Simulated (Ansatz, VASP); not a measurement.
## W in VASP and in Ansatz

Contents of INCAR:

```
SYSTEM = W
PREC     = Accurate       ! precision mode
ENCUT    = 520            ! plane-wave cutoff, eV
EDIFF    = 1E-6           ! SCF threshold, eV
ISMEAR   = -1             ! smearing method
SIGMA    = 0.05           ! smearing width, eV
LREAL    = .FALSE.        ! projectors in reciprocal space
LASPH    = .TRUE.         ! aspherical terms in the spheres
NELM     = 60             ! most SCF steps
ALGO     = Normal         ! electronic algorithm
ISIF     = 2              ! what is computed and relaxed
LWAVE    = .FALSE.        ! write WAVECAR
LCHARG   = .TRUE.         ! write CHGCAR
GGA      = CA             ! functional
LELF     = .TRUE.         ! ELF
LVHAR    = .TRUE.       
NBANDS   = 13             ! bands
```

The input KPOINTS:

```
Automatic mesh
0
G
  11 11 11
  0 0 0
```

File POSCAR:

```
W
1.0
    0.0000000000      2.0025642044      2.0025642044
    2.0025642044      0.0000000000      2.0025642044
    2.0025642044      2.0025642044      0.0000000000
W
1
Direct
    0.0000000000      0.0000000000      0.0000000000
```

File input.yaml:

```yaml
crystal:
  lattice:
    - [0.0, 2.0025642044, 2.0025642044]
    - [2.0025642044, 0.0, 2.0025642044]
    - [2.0025642044, 2.0025642044, 0.0]
  atoms:
    - { symbol: W, position: [0.0, 0.0, 0.0] }
kpoints:
  mp_grid: { grid: [11, 11, 11] }
scf:
  occupations: { method: fermi_dirac, width: 0.05 }
hamiltonian:
  xc: lda
  pseudopotentials: { kind: all_electron, lapw: { basis_error: 0.001 } }
output:
  forces: true
  stress: true
  eigenvalues: true
```

Change from the starting cell: volume scaled by 0.96.

Alike in both runs: task single point; functional LDA; k mesh 11 × 11 × 11; occupations fermi-dirac, width 0.05 eV; no spin polarisation.

```csv
,VASP,Ansatz
version,VASP 6.6.1,Ansatz 0.2.0
potentials or method,"VASP PAW LDA potentials, release 64 (W_sv)","all-electron LAPW, scalar-relativistic"
plane-wave cutoff (eV),520,see its input
```

Ansatz gave:

```
gap on the k mesh at the Fermi level (eV) : none
pressure (GPa)                            : -6.6
```

Problem. What did VASP give for the same quantities?

Solution. gap on the k mesh at the Fermi level (eV): none; pressure (GPa): -4.9.

A gap of «none» marks a metal or a gap that the smearing closes. Ansatz ran all-electron here, so the differences hold the error of VASP's frozen core and of both bases.

Spin-orbit coupling is left out, which matters for the levels of W.
